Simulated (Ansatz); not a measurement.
**How fast does Si move in Si?**

Level of theory: Ansatz 0.2.0, DFT PBE, scalar-relativistic, plane waves, PAW. (420 eV cutoff, 2×2×2 k-mesh, shifted by half a step, Gaussian smearing of 0.02 eV, no spin polarisation)

Host crystal, relaxed:

```cif
data_structure
_symmetry_space_group_name_H-M 'P 1'
_symmetry_Int_Tables_number 1
_cell_length_a 3.8679
_cell_length_b 3.8679
_cell_length_c 3.8679
_cell_angle_alpha 60.000
_cell_angle_beta 60.000
_cell_angle_gamma 60.000
_cell_volume 40.92
loop_
_atom_site_label
_atom_site_type_symbol
_atom_site_fract_x
_atom_site_fract_y
_atom_site_fract_z
_atom_site_occupancy
Si1 Si 0.75000 0.75000 0.75000 1
Si2 Si 0.50000 0.50000 0.50000 1
```

In a supercell of 32 host sites, Si trades places with a neighbouring Si vacancy, moving 2.21 Å. Climbing-image nudged elastic band at fixed cell; the order of the saddle wasn't checked, and the small cell leaves errors of about a tenth of an eV.

```csv
image,path (Å),E − E(0) (eV)
0,0.00,0.000
1,1.18,0.427
2,2.35,0.000
```

What are the barriers forward and back, and what attempt frequency does the shape suggest?

Forward 0.43 eV, back 0.43 eV, the ends being level. For a sinusoidal profile E_b sin²(πx/l), with the Si atom alone moving, ν = (1/l)√(E_b/2m) = 3.9×10¹² s⁻¹, within an order of magnitude of the customary 10¹³ s⁻¹; a true prefactor needs the vibrations at the minimum and at the saddle.

With ν = 10¹³ s⁻¹, how often does the exchange happen at 300, 600 and 1000 K once atom and vacancy are neighbours, taking the host as solid throughout? Does that give the diffusivity?

k = ν exp(−E_b/k_BT):
```tsv
T (K)	k (1/s)	wait (s)
300	6.6×10⁵	1.5×10⁻⁶
600	2.6×10⁹	3.9×10⁻¹⁰
1000	7.0×10¹⁰	1.4×10⁻¹¹
```

No. The atom can jump only when a vacancy is beside it, so where vacancies are thermal the activation energy of diffusion adds the vacancy's formation energy; where doping, quenching or off-stoichiometry fixes their number, it doesn't. And repeated exchanges only swap the two back and forth: Si gets on when the vacancy moves round it by other jumps, which the correlation factor counts. An error of 0.1 eV in the barrier changes k by a factor of 48 at 300 K and 3.2 at 1000 K.

Cost: 1 run of about 1.8 core-minutes, on AMD EPYC 9R14 (Zen 4) (shared hosts).